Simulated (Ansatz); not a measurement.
input.yaml (Ansatz)

```yaml
crystal:
  lattice:
    - [0.0, 2.3342634294, 2.3342634294]
    - [2.3342634294, 0.0, 2.3342634294]
    - [2.3342634294, 2.3342634294, 0.0]
  atoms:
    - { symbol: Fe, position: [0.0, 0.0, 0.0], spin: 2.5 }
    - { symbol: Fe, position: [0.5, 0.5, 0.5], spin: -2.5 }
hamiltonian:
  xc: revpbe
  pseudopotentials:
    kind: paw
    azcp:
      Fe: "pseudopotentials/Fe.paw.azcp"
basis:
  ecutwfc: 420
  fft_grid_basis: typed
kpoints:
  mp_grid: { grid: [12, 12, 12], shift: [0, 0, 0] }
magnetization:
  spin_polarized: true
scf:
  occupations: { method: fermi_dirac, width: 0.05 }
relax:
  max_steps: 60
  f_tol: 0.01
  cell: {}
```

and its output:

```
Engine: ansatz 0.2.0, aarch64-unknown-linux-gnu
Pseudopotentials: kind: paw
Pseudopotential: Fe, paw, valence charge 16, recommended cutoff 420 eV (normal) 
Functional definition: revPBE
  parameter kappa = 1.245
  parameter beta = 0.06672455060314922
  exchange = pbe_x(kappa = kappa, mu = beta*pi^2/3)
  correlation = pbe_c(beta = beta)
Crystal: 2 atoms, lattice volume = 25.438 Å³
Basis set: ecut = 420 eV, 531 PW (Γ), exchange–correlation on 48×48×48 points (8 copies of the dense FFT grid, shifted against one another)
Bands: 23, of which v1, the nominal top of the filled ones, is band 16 counted from 1 (15 counted from 0)
Symmetry: 48 space group operations
Space group: Fm-3m (ITA 225), of the structure as read, at distance tolerance 2.9e-5 Å
Magnetic group: BNS 225.121 (UNI 1623), of the structure as read, at distance tolerance 2.9e-5 Å
k-points: 72 of 1728
Non-local potential: Fe, projectors of the file, l = 0: 3, l = 1: 2, l = 2: 3, l = 3: 1
PAW form: soft (Blöchl's): semilocal exchange-correlation on the pseudo side does not see the compensation charge
PAW frozen core: Fe, regenerated for the run's functional, and the local potential with it (the file was generated under x = pbe(κ = 0.804, μ = 0.2195149727645171), c = pbe(β = 0.06672455060314922))
PAW one-centre angular grid: Fe, 590 points (default); XC on 64 Gauss nodes
Initial density: superposition of atomic densities (chi_scale 0.1, normalization cell)
Starting moments: Σ|m| = 5 μB on 2 of 2 sites
Starting magnetic order: antiferromagnet; a translation exchanges its spin sublattices: spin-degenerate at every k-point
Initial wavefunctions: pseudopotential atomic-orbital guess
Functional: x = revpbe(κ = 1.245, μ = 0.2195149727645171), c = pbe(β = 0.06672455060314922)
SCF iter   1: F=—  HF=-8964.842255 eV  |F-HF|=—  |Δ(HF+E_count)|=         —  Δρ=5.21e-2 (↑5.21e-2 ↓5.21e-2)  dr2=1.41e0  dr2_m=9.27e-2  M=0.000 μB ∫|m|=4.777 μB  β_m=0.30  ethr=3.10e-3  ⟨swp⟩=4.8  Hψ=6354  notcnv=0  defer=1
Mixer restart at iter 1: flushing history
spin=Collinear: Kerker preconditioning applied to the charge; magnetization (m = ρ↑ − ρ↓) channel mixes plain (no charge-response kernel on spin).
SCF iter   2: F=—  HF=-8964.516215 eV  |F-HF|=—  |Δ(HF+E_count)|=   3.26e-1  Δρ=2.48e-2 (↑2.48e-2 ↓2.48e-2)  dr2=1.52e-1  dr2_m=6.33e-2  M=0.000 μB ∫|m|=4.784 μB  β_m=0.39  ethr=3.10e-3  ⟨swp⟩=2.3  Hψ=2689  notcnv=0  defer=21
SCF iter   3: F=—  HF=-8964.913091 eV  |F-HF|=—  |Δ(HF+E_count)|=         —  Δρ=2.35e-2 (↑2.35e-2 ↓2.35e-2)  dr2=1.44e-1  dr2_m=5.74e-2  M=0.000 μB ∫|m|=4.875 μB  β_m=1.00  ethr=4.74e-4  ⟨swp⟩=2.3  Hψ=2111  notcnv=0  defer=22
...
basis re-selected at this cell: Δ(F+E_penalty+E_count) = -2.134e-5 eV, ΔP = -0.002 GPa vs the last step (what re-selecting the basis moved, of the pressure what is left beyond the Pulay correction that the steps carried, after the strain that the cell walked since its last selection, with what the two solves' SCF thresholds leave and, on support functions, any second-order correction that the steps lacked; it is no measure of the basis error at this ecutwfc). This SCF's stress stands 4.55e-3 GPa from its target on what of the cell is left free (relax.cell.stress_tol is 5.00e-2 GPa) and its largest allowed force component is 1.36e-45 eV/Å (relax.f_tol is 1.00e-2 eV/Å): within both
WARN: an SCF from ferromagnetic starting moments (-2.50, -2.50 Bohr magnetons, atom by atom) was not made, by what the run has read of turns of its moments that order reads lower: the deck asks for what bars it, or types moments that do (magnetization.spin_polarized, in the input reference, names some of the keys), or the run goes by scf.lower_state_search: light, the default, which as a rule tries one only behind a close that has lost an order of both signs, or on which an open d or half-filled 4f shell of a PAW file has lost a moment that was set nearer to Hund's than to what is left; or, under a Hubbard U, one that names an f shell that the input leaves bare beside given moments, or a larger moment for a shell of low spin that is given one. standard, with a start from the atoms, tries one behind each close (in a relaxation, ahead of its steps or at their end). To set out from that order, type those moments (crystal.atoms[].spin; where shells were raised to Hund's moment, beside crystal.symmetry.detect: false) under scf.lower_state_search: light. The bands of the close that named these starting moments, or of the one ahead of a search that led to it (under cold or Methfessel-Paxton smearing those of the Gaussian ahead of it) read a cost of -945.53 meV for the turn to them, carried on from a small turn (-945.53 by the pairs of d shells alone)
SCF converged after 6 iterations
Magnetization: 0.0000 μB (16.0000 up, 16.0000 down)
Absolute magnetization: 4.9443 μB (∫|ρ↑−ρ↓|, with the PAW one-centre terms)
Spin contamination: 2.0970 ħ² per cell (⟨S²⟩ above its minimum at these occupations)
Per-site moments (μB) at R_I (Å): [(2.3362015908819003, 0.993855704944621), (-2.3362015908819003, 0.993855704944621)]
Free energy (F): -8965.657206 eV
Harris-Foulkes:  -8965.657206 eV  (|F-HF|=0.00e0)
Internal energy: -8965.626439 eV  (E = F + TS)
E sigma→0 (E₀):  -8965.641822 eV
Entropy (-TS):   -0.030767 eV (-15.383 meV/atom)
Fermi energy:    15.053151 eV
--- Per-component energies (eV) ---
  E_band       = -553.724612
  E_kinetic    = 695.433549
  E_local      = -4783.416226  (includes V_loc(G=0)·N_el)
  E_nonlocal   = 441.940811
  E_hartree    = 1997.506514
  E_xc         = -232.946719
  E_vxc        = -299.350422  (∫ρ·V_xc dr)
  E_paw        = -2743.003362  (= ΣΔE_a)
  E_vpaw       = -603.347577  (= ΣTr[D̂ρ^β])
  E_aug_tail   = 0.002288  (compensation charges beyond the density's cutoff)
  E_ewald      = -4341.074662
  E_core_change = -0.068632  (= ΣΔE_core)
  E_smearing   = -0.030767  (= −TS)
  E_closure    = 0.000000  (closes the sum)
  Σ components = -8965.657206   (vs F -8965.657206, Δ=0.00e0)
--- Forces (eV/Å), atoms counted from 1 ---
  atom   1  Fe    -0.00000000     0.00000000     0.00000000
  atom   2  Fe     0.00000000    -0.00000000    -0.00000000
  max |Σ_I F_I| component: 6.17e-29 eV/Å
--- Stress (GPa, compression-positive) ---
        0.004547       0.000000       0.000000
        0.000000       0.004547       0.000000
        0.000000       0.000000       0.004547
  P = ⅓ Tr σ = 0.0045 GPa (0.045 kbar)
--- Relaxed structure (5 steps of the walk, 5 accepted, 2 SCFs on fresh bases) ---
  F+E_penalty+E_count = -8965.65720575 eV   max|allowed force component| = 1.358e-45 eV/Å   (the final SCF, on the basis selected at the relaxed cell)
  cell:  # Å, volume = 27.9723 Å³
    - [2.3089325996140622e-35, 2.4093471635021113, 2.4093471635021113]
    - [2.4093471635021113, -2.8613707786950136e-33, 2.4093471635021113]
    - [2.4093471635021113, 2.4093471635021113, -7.338131879249789e-33]
  atoms:
    - { symbol: Fe, position: [0.0, 0.0, 0.0] }
    - { symbol: Fe, position: [0.5, 0.5, 0.5] }
```
